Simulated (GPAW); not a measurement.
Ti, 2 atoms in the cell. The typed cell holds 2 atoms: a = 2.950 Å, b = 2.950 Å, c = 4.680 Å, α = 90.00°, β = 90.00°, γ = 120.00°.  The cell isn't the ideal one: atoms moved at random, drawn with an rms of 0.05 Å.

| Item | Value |
| --- | --- |
| Program | GPAW 26.7.0 |
| Task | single point |
| Functional | PBE |
| Potentials or basis | GPAW PAW data sets (gpaw-data 1.2.1) |
| Cutoff | 600 eV |
| Basis | pw |
| k mesh | 10 × 10 × 6 |
| Occupations | fermi-dirac, width 0.05 eV |
| Spin | no spin polarisation |
| Maxiter | 150 |

Potentials or basis: GPAW PAW data sets (gpaw-data 1.2.1), pw.

The run is started by

```sh
$ OMP_NUM_THREADS=1 python run.py
```

Hardware: 1 thread of AMD EPYC 9B45 (Zen 5), with other jobs on the host.

Problem. Estimate the wall time of this run.

Solution. Wall time 73 s on 1 thread of AMD EPYC 9B45 (Zen 5), on a shared host, peak memory 0.34 GiB. Counts: scf iterations 11, plane waves 1194, bands 24, k points 304.
